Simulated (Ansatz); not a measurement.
## PbF₂: what symmetry allows forces and stress to be

```
Pb F
1.0
     0.11879    3.05434    3.05434
     3.05434    0.11879    3.05434
     3.05434    3.05434    0.11879
Pb F
1 2
Cartesian
  -0.0581 -0.0581 -0.0581
  1.4076 1.4076 1.4076
  4.8780 4.8780 4.8780
```

Method: DFT PBEsol, scalar-relativistic, plane waves, PAW (Ansatz).

Cutoff 420 eV; k points 8×8×8 on the computed 3-atom cell (Γ-centred); Gaussian smearing, width 0.02 eV; no spin polarisation.

This distorted cell has space group R3m, with 6 operations.

Q: Without a calculation: in which directions can each atom feel a force?

A: A force must be left unchanged by every operation that keeps its atom in place, so it lies in the space that those operations leave fixed. Atoms that the group maps onto each other feel forces of one size.
| atom | site symmetry | operations at the site | equivalent to atom | allowed force (Cartesian) |
| --- | --- | --- | --- | --- |
| Pb1 | 3m | 6 | 1 | along (0.58, 0.58, 0.58) |
| F2 | 3m | 6 | 2 | along (0.58, 0.58, 0.58) |
| F3 | 3m | 6 | 3 | along (0.58, 0.58, 0.58) |

That leaves 3 independent force components of 9, tied by 1 condition that the forces sum to zero, so 2 remain. A relaxation in this cell that keeps the symmetry moves the atoms in these directions alone.

Q: And the stress tensor?

A: It must be invariant under the point group, which leaves 2 independent components: xx = yy, xx = zz, yy = zz, yz = xz, yz = xy, xz = xy.

Q: Do the computed values obey this?

A: Yes. Forces (eV/Å):
```
Pb1  0.239  0.239  0.239
F2   0.706  0.706  0.706
F3  -0.945 -0.945 -0.945
```

Stress (GPa, compression positive, xx yy zz yz xz xy): -0.66 -0.66 -0.66 1.30 1.30 1.30. The program imposes the same operations on density, forces and stress, so this confirms the analysis and is no independent test of the calculation.

Spin–orbit coupling is left out, which can shift energies with elements as heavy as these.